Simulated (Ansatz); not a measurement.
Crystal: Zn.

```
Zn
1.0
     2.67000    0.00000    0.00000
    -1.33500    2.31229    0.00000
     0.00000    0.00000    4.96600
Zn
2
Direct
  0.66667 0.33333 0.75000
  0.33333 0.66667 0.25000
```

Base run:

```yaml
Program: Ansatz 0.2.0
Functional: PBE
Potentials_or_basis: all-electron LAPW, scalar-relativistic
Cutoff: 264 eV
Density_cutoff: 1055 eV
Basis_error_allowed: 0.001 eV/atom
k_mesh: 11 × 11 × 6
Occupations: gaussian, width 0.05 eV
Spin: no spin polarisation
```

Its results: band gap on the k mesh none (metal or under the smearing width); pressure -0.7 GPa.

**Question.** The run is repeated on the same cell with these changes: functional from PBE to RPBE. What comes out?

**Answer.** Band gap on the k mesh none (metal or under the smearing width); pressure 2.4 GPa.

RPBE binds less tightly than PBE, so the same cell stands under more pressure.

Not every run made on this cell is shown here.
